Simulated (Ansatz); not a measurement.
**Si: single point with PBE**

Si:

```
Si
1.0
    -2.37137    2.37137    1.32927
     2.37137   -2.37137    1.32927
     2.37137    2.37137   -1.32927
Si
2
Direct
  0.50000 0.50000 0.00000
  0.25000 0.75000 0.50000
```

This isn't the form of Si at room conditions, which is diamond.

* Program: Ansatz 0.2.0
* Task: single point
* Functional: PBE
* Potentials or basis: all-electron LAPW, scalar-relativistic
* Cutoff: 190 eV (chosen from the basis error)
* Basis error allowed: 0.001 eV/atom
* k mesh: 11 × 11 × 11
* Occupations: fermi-dirac, width 0.05 eV
* Spin: no spin polarisation

```json
{
 "Pressure": "3.2 GPa",
 "Band gap on the k mesh": "none (metal or under the smearing width)"
}
```

Stress tensor (GPa, compression positive):
```
3.78 0.00 0.00
0.00 3.78 0.00
0.00 0.00 2.10
```

Levels at points of the mesh, in eV from the Fermi level:
```tsv
k point	band 10	band 11	band 12	band 13	band 14	band 15
(0.00, 0.00, 0.00)	-2.45	-2.45	-1.75	1.55	7.52	9.13
```

Run time: 6.8 s on 1 thread of AMD EPYC 7R13 Processor (Zen 3), with other jobs on the host, peak memory 0.32 GiB.
